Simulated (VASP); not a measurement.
# Sm (I4/mmm) in VASP: further runs, part 2 of 3

VASP 6.6.1. The steps go on from the part before.

## 4. Single point, PBE, collinear spin, ferromagnetic start

Input file INCAR:

```
SYSTEM = Sm
PREC = Accurate
ENCUT = 460
EDIFF = 1E-6
ISMEAR = 1
SIGMA = 0.2
LREAL = .False.
LASPH = .True.
NELM = 100
ALGO = Normal
ISIF = 2
LWAVE = .False.
LCHARG = .False.
ISPIN = 2
MAGMOM = 5
LORBIT = 11
LMAXMIX = 6
GGA = PE
ADDGRID = .False.
```

Input file KPOINTS:

```
regular mesh
0
Gamma
  6 6 6
  0 0 0
```

Input file POSCAR:

```
Sm
1.0
   -1.8424340000      1.8281900000      2.5309280000
    1.8521830000     -1.8921630000      2.5832430000
    1.7732950000      1.8230240000     -2.5763240000
Sm
1
Direct
    0.0008670000     -0.0165060000      0.0081580000
```

Potentials or basis: VASP PAW PBE potentials, release 64 (Sm).

On the command line:

```console
$ cat potpaw_PBE.64/Sm/POTCAR > POTCAR
$ mpirun -np 1 vasp_std > vasp.out
```

OUTCAR:

```text
SYSTEM = Sm
   PREC = Accurate
   ENCUT = 460
   EDIFF = 1E-6
   ISMEAR = 1
   LREAL = .False.
   LASPH = .True.
   NELM = 100
   ISIF = 2
   ISPIN = 2
   LORBIT = 11
   GGA = PE

 Found    112 irreducible k-points:

 Following reciprocal coordinates:
            Coordinates               Weight
  0.000000  0.000000  0.000000      1.000000
  0.166667  0.000000 -0.000000      2.000000
  0.333333  0.000000 -0.000000      2.000000
  0.500000 -0.000000  0.000000      1.000000
 -0.000000  0.166667 -0.000000      2.000000
  0.166667  0.166667  0.000000      2.000000
   k-points           NKPTS =    112   k-points in BZ     NKDIM =    112   number of bands    NBANDS=     15
   number of dos      NEDOS =    301   number of ions     NIONS =      1
   total plane-waves  NPLWV =  21952
   dimension x,y,z NGX =    28 NGY =   28 NGZ =   28
   dimension x,y,z NGXF=    56 NGYF=   56 NGZF=   56
   ions per type =               1
   NGX,Y,Z   is equivalent  to a cutoff of  12.84, 12.58, 12.86 a.u.
   NGXF,Y,Z  is equivalent  to a cutoff of  25.68, 25.17, 25.72 a.u.
 SYSTEM =  Sm
   PREC   = accura    normal or accurate (medium, high low for compatibility)
   ISTART =      0    job   : 0-new  1-cont  2-samecut
   ICHARG =      2    charge: 1-file 2-atom 10-const
   ISPIN  =      2    spin polarized calculation?
   LNONCOLLINEAR =      F non collinear calculations
   LSORBIT =      F    spin-orbit coupling
   LASPH  =      T    aspherical Exc in radial PAW
   ENCUT  =  460.0 eV  33.81 Ry    5.81 a.u.   6.34  6.47  6.33*2*pi/ulx,y,z
   NELM   =    100;   NELMIN=  2; NELMDL= -5     # of ELM steps
   EDIFF  = 0.1E-05   stopping-criterion for ELM
   LREAL  =      F    real-space projection
   EDIFFG = 0.1E-04   stopping-criterion for IOM
   NSW    =      0    number of steps for IOM
   IBRION =     -1    ionic relax: 0-MD 1-quasi-New 2-CG
   NFREE  =      0    steps in history (QN), initial steepest desc. (CG)
   ISIF   =      2    stress and relaxation
   ISYM   =      2    0-nonsym 1-usesym 2-fastsym
   POTIM  = 0.5000    time-step for ionic-motion
   TEBEG  =    0.0;   TEEND  =   0.0 temperature during run
   PSTRESS=    0.0 pullay stress
   NELECT =      16.0000    total number of electrons
   NUPDOWN=      -1.0000    fix difference up-down
   EMIN   =  10.00;   EMAX   =-10.00  energy-range for DOS
   EFERMI =   0.00;   METHOD = LEGACY
   ISMEAR =     1;   SIGMA  =   0.20  broadening in eV -4-tet -1-fermi 0-gaus
   EFERMI_NEDOS =   21; number of points for ismear=-14 and -15
   IALGO  =     38    algorithm
   IMIX   =      4    mixing-type and parameters
     AMIX     =   0.40;   BMIX     =  1.00
     AMIX_MAG =   1.60;   BMIX_MAG =  1.00
  volume/ion in A,a.u.               =      33.83       228.31
  Fermi-wavevector in a.u.,A,eV,Ry     =   1.275481  2.410310 22.134673  1.626853
  Thomas-Fermi vector in A             =   2.408191
   LORBIT       =     11    0 simple, 1 ext, 2 COOP (PROOUT), +10 PAW based schemes
   GGA     = PE    functional components
   LHFCALC =     F    Hartree Fock is set to
   AEXX    =    0.0000 exact exchange contribution
   IVDW    =     0    specifies the selected vdW correction
   LEPSILON=     F    determine dielectric tensor
   LRPA    =     F    only Hartree local field effects (RPA)
 spin polarized calculation
 Methfessel and Paxton  Order N= 1 SIGMA  =   0.20
  energy-cutoff  :      460.00
  volume of cell :       33.83
 maximum number of plane-waves:       769
 NGX is ok and might be reduce to    28
   NGX = 13   NGY = 13   NGZ = 13

 number of electron      16.0000000 magnetization       6.4302773

 Free energy of the ion-electron system (eV)
  ---------------------------------------------------
  ext. energy  EPLUGINS =         0.00000000
  ---------------------------------------------------
  free energy    TOTEN  =        -9.28369681 eV

  energy without entropy =       -9.26845883  energy(sigma->0) =       -9.27861748

 E-fermi :   3.0195     XC(G=0):  -9.7915

 val. band max:        3.0179750490   @ k =   0.5000  -0.0000   0.5000
 cond. band min:       3.0227791649   @ k =  -0.1667   0.1667   0.3333
 fundamental gap:      0.0048041159
 Fermi energy:         3.0194824784

 spin component 1

 k-point     1 :       0.0000    0.0000    0.0000
  band No.  band energies     occupation
      1     -36.9725      1.00000
      2     -16.1206      1.00000
      3     -16.0979      1.00000
      4     -16.0858      1.00000
      5      -1.4133      1.00000
      6       2.7166      1.02700
      7       2.7611      1.03482
      8       2.7661      1.03520
      9       2.7790      1.03538
     10       2.7812      1.03528
     11       2.8056      1.03092
     12       2.8201      1.02478
     13       4.6482     -0.00000
     14       4.9539     -0.00000
     15       5.1077     -0.00000

 k-point     2 :       0.1667    0.0000   -0.0000
  band No.  band energies     occupation
      1     -36.9459      1.00000
      2     -16.3625      1.00000
      3     -16.1527      1.00000
      4     -16.1315      1.00000
      5      -0.6485      1.00000
      6       2.6687      1.01626
      7       2.6742      1.01740
      8       2.6820      1.01909
      9       2.7655      1.03516
     10       2.7717      1.03543
     11       2.8227      1.02337
     12       2.8429      1.00835
     13       4.4968     -0.00000
     14       5.0578     -0.00000
     15       5.3843     -0.00000
[... 41 lines left out ...]
      3     -16.1402      1.00000
      4     -16.1302      1.00000
      5      -0.6635      1.00000
      6       2.6712      1.01678
      7       2.6780      1.01822
      8       2.6825      1.01921
      9       2.7679      1.03530
     10       2.7695      1.03536
     11       2.8319      1.01740
     12       2.8373      1.01321
     13       4.4202     -0.00000
     14       5.1631     -0.00000
     15       5.3162     -0.00000

 k-point     6 :       0.1667    0.1667    0.0000
  band No.  band energies     occupation
      1     -36.9098      1.00000
      2     -16.6468      1.00000
      3     -16.2916      1.00000
      4     -16.1477      1.00000
      5       0.4374      1.00000
      6       2.5994      1.00570
      7       2.6120      1.00707
      8       2.6287      1.00925
      9       2.7123      1.02602
     10       2.7228      1.02838
     11       2.8754      0.96677
     12       2.9041      0.90944
     13       3.9610     -0.00000
     14       4.9744     -0.00000
     15       5.9966     -0.00000

 [... further k-points ...]

 spin component 2

 k-point     1 :       0.0000    0.0000    0.0000
  band No.  band energies     occupation
      1     -34.3081      1.00000
      2     -14.0535      1.00000
      3     -14.0253      1.00000
      4     -14.0111      1.00000
      5      -0.2631      1.00000
      6       5.8386     -0.00000
      7       5.9324     -0.00000
      8       6.1531     -0.00000
      9       6.3116     -0.00000
     10       6.4841     -0.00000
     11       6.5400     -0.00000
     12       6.5663     -0.00000
     13       7.1784      0.00000
     14       7.1893      0.00000
     15       7.2009      0.00000

 k-point     2 :       0.1667    0.0000   -0.0000
  band No.  band energies     occupation
      1     -34.2765      1.00000
      2     -14.3297      1.00000
      3     -14.0893      1.00000
      4     -14.0635      1.00000
      5       0.5268      1.00000
      6       5.1381     -0.00000
      7       6.0240     -0.00000
      8       6.3076     -0.00000
      9       6.3614     -0.00000
     10       6.5118     -0.00000
     11       6.5703     -0.00000
     12       6.6956     -0.00000
     13       7.1812      0.00000
     14       7.1945      0.00000
     15       7.2838      0.00000
[... 41 lines left out ...]
      3     -14.0748      1.00000
      4     -14.0609      1.00000
      5       0.5140      1.00000
      6       5.1016     -0.00000
      7       6.1271     -0.00000
      8       6.2627     -0.00000
      9       6.3319     -0.00000
     10       6.5484     -0.00000
     11       6.5667     -0.00000
     12       6.6743     -0.00000
     13       7.1923      0.00000
     14       7.2054      0.00000
     15       7.2442      0.00000

 k-point     6 :       0.1667    0.1667    0.0000
  band No.  band energies     occupation
      1     -34.2335      1.00000
      2     -14.6537      1.00000
      3     -14.2473      1.00000
      4     -14.0824      1.00000
      5       1.6421      1.00000
      6       4.5799     -0.00000
      7       5.6234     -0.00000
      8       6.3792     -0.00000
      9       6.4431     -0.00000
     10       6.5437     -0.00000
     11       6.7050     -0.00000
     12       6.7560     -0.00000
     13       7.0552      0.00000
     14       7.1014      0.00000
     15       7.7245      0.00000

 [... further k-points ...]
[... 5 lines left out ...]
  --------------------------------------------------------------------------------------
  -------------------------------------------------------------------------------------
  Total        0.5489667      0.4805892      0.5338705      0.0393628      0.1178906     -0.0229019
  in kB       25.9976672     22.7594841     25.2827518      1.8641238      5.5829985     -1.0845779
  external PRESSURE =      24.6799677 kB  Pullay stress =       0.0000000 kB

 VOLUME and BASIS-vectors are now :
 -----------------------------------------------------------------------------
  energy-cutoff  :      460.00
  volume of cell :       33.83
      direct lattice vectors                 reciprocal lattice vectors
    -1.842434000  1.828190000  2.530928000     0.004892204  0.276448139  0.198983867
     1.852183000 -1.892163000  2.583243000     0.275599134  0.007644485  0.195105370
     1.773295000  1.823024000 -2.576324000     0.281145287  0.279242012  0.002957090

 POSITION                                       TOTAL-FORCE (eV/Angst)
 -----------------------------------------------------------------------------------
      1.83448     -1.84447      2.52178         0.000000      0.000000      0.000000
 -----------------------------------------------------------------------------------
    total drift:                               -0.000000     -0.000003      0.000002

  FREE ENERGIE OF THE ION-ELECTRON SYSTEM (eV)
  ---------------------------------------------------
  free  energy   TOTEN  =        -9.2836968124 eV

  energy  without entropy=       -9.2684588266  energy(sigma->0) =       -9.27861748

 total charge

# of ion       s       p       d       f       tot
--------------------------------------------------
    1        2.084   5.607   0.464   5.499  13.655

 magnetization (x)

# of ion       s       p       d       f       tot
--------------------------------------------------
    1       -0.005  -0.061   0.238   5.493   5.664
```

stdout:

```text
POSCAR found type information on POSCAR Sm
 POSCAR found :  1 types and       1 ions
 scaLAPACK will be used
 LDA part: xc-table for (Slater+PW92), standard interpolation
 POSCAR, INCAR and KPOINTS ok, starting setup
 FFT: planning ... GRIDC
 FFT: planning ... GRID_SOFT
 FFT: planning ... GRID
 WAVECAR not read
 entering main loop
```

It took 2.9 min on 1 thread of Intel Xeon Platinum 8488C (Sapphire Rapids), shared host; peak memory 0.25 GiB.

The run converged, but some of its settings lie outside the range that counts as converged, so its numbers aren't taken as properties of the crystal.

What came out:

```
Free energy                                           : -9.2837 eV
Pressure                                              : 2.5 GPa
Band gap on the k mesh                                : none (metal or under the smearing width)
Net moment                                            : 6.43 μB per cell
Site moments                                          : Sm +5.66 μB
Valence electrons inside the program's atomic spheres : Sm 13.65
```

Caveat: the k mesh is coarse (spacing up to 0.41 Å⁻¹), so the values aren't converged; the magnetic or orbital state may not be the lowest; spin-orbit coupling is left out, which moves the levels of the heavy elements.

[end of part 2 of 3]
